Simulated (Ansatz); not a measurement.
A run of Ansatz 0.2.0:

Contents of input.yaml:

```yaml
crystal:
  lattice:
    - [-1.39667323, 2.49718051, 1.84733673]
    - [1.39667323, -2.49718051, 1.84733673]
    - [1.39667323, 2.49718051, -1.84733673]
  atoms:
    - { symbol: Hf, position: [0.98471183, 0.98471183, 0.0] }
    - { symbol: C, position: [0.67945483, 0.17945483, 0.5] }
hamiltonian:
  xc: pbe
  pseudopotentials: { kind: paw }
kpoints:
  mp_grid: { grid: [12, 12, 12] }
scf:
  occupations: { method: fermi_dirac, width: 0.05 }
output:
  forces: true
  stress: true
  eigenvalues: true
```

Potentials or basis: Ansatz PAW.

Command:

```bash
$ ansatz run input.yaml --threads 2 --pin off --max-ram 5632MiB --backend cpu --events-out ev --progress --plain --runs-dir out
```

Hardware: 2 threads of Arm Neoverse V2, on a shared host.

**Question.** Estimate the wall time of this run.

**Answer.** It took 5.2 s on 2 threads of Arm Neoverse V2, on a shared host, peak memory 0.42 GiB. Counts: scf iterations 6, plane waves 515, k points 280, bands 19.
